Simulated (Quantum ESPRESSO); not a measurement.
PbSe (Clausthalite), 2 atoms in the cell. It takes space group Fm-3m (No. 225, cubic). The conventional cell has a = 6.121 Å, b = 6.121 Å, c = 6.121 Å, α = 90.00°, β = 90.00°, γ = 90.00°. Pb (site symmetry m-3m) has 6 Se at 3.06 Å as nearest neighbours. Se (site symmetry m-3m) is surrounded by 6 Pb at 3.06 Å. 

* Program: Quantum ESPRESSO 7.5
* Task: phonons
* Functional: rev-vdW-DF2
* Potentials or basis: PseudoDojo 0.4.1 SR PBE standard
* Cutoff: 1170 eV
* Density cutoff: 4680 eV
* k mesh: 4 × 4 × 4, shifted
* Occupations: fermi-dirac, width 0.05 eV
* Spin: no spin polarisation
* Mixing beta: 0.5
* Most SCF iterations: 120
* SCF threshold: 4e-10 Ry

Potentials or basis: PseudoDojo 0.4.1 SR PBE standard.

Launch:

```bash
$ OMP_NUM_THREADS=1 pw.x -in pw.in > pw.out
$ OMP_NUM_THREADS=1 pw.x -in relax.in > relax.out
$ OMP_NUM_THREADS=1 pw.x -in scf2.in > scf2.out
$ OMP_NUM_THREADS=1 ph.x -in ph.in > ph.out
$ OMP_NUM_THREADS=1 dynmat.x -in dynmat.in > dynmat.out
$ OMP_NUM_THREADS=1 dynmat.x -in dynmat_lo.in > dynmat_lo.out
```

Hardware: 1 thread of Intel(R) Xeon(R) Platinum 8488C (Sapphire Rapids), on a shared host.

Q: Estimate the wall time of this run.

A: Wall time 14 min on 1 thread of Intel(R) Xeon(R) Platinum 8488C (Sapphire Rapids), with other jobs on the host, peak memory 0.31 GiB. Counts: scf iterations 55, k pools 1, bands 22, ion steps 5, k points 10, g dense 41655.
